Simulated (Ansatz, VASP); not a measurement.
Al in VASP and in Ansatz

```
Al
1.0
     2.86428    0.00000    0.00000
    -1.43214    2.48054    0.00000
     0.00000    0.00000    4.64014
Al
2
Cartesian
  -0.3007 1.4801 0.6728
  1.7329 1.0005 3.9673
```

Change from the starting cell: shortest bond scaled by 0.58, PAW files, partial_waves polarizable.

Alike in both runs: task single point; functional r2SCAN; k mesh 12 × 12 × 7; occupations fermi-dirac, width 0.05 eV; no spin polarisation.

|  | VASP | Ansatz |
| --- | --- | --- |
| version | VASP 6.6.1 | Ansatz 0.2.0 |
| potentials or method | VASP PAW PBE potentials, release 64 (Al) | PAW with Ansatz's default frozen-core files, scalar-relativistic |
| plane-wave cutoff (eV) | 520 | 500 |
| valence electrons in the cell | 6 | 6 |

Ansatz gave:

* pressure (GPa): 63.1
* largest component of the traceless stress (GPa): 71.45
* rms of the force components (eV/Å): 13.859

Q: What did VASP give for the same quantities?

A: Pressure (GPa): 62.5; largest component of the traceless stress (GPa): 70.98; rms of the force components (eV/Å): 13.771.

Atom by atom the forces differ by 0.088 eV/Å (rms over components). The functional is the same, so the differences come from potentials, cutoffs and numerics.

Caveats: the cell as given lies far from equilibrium; so large a pressure means that the cell lies far from this level's equilibrium, or that cutoff or potentials fall short (VASP); the potentials were made for another functional, which shifts forces and pressure (VASP).
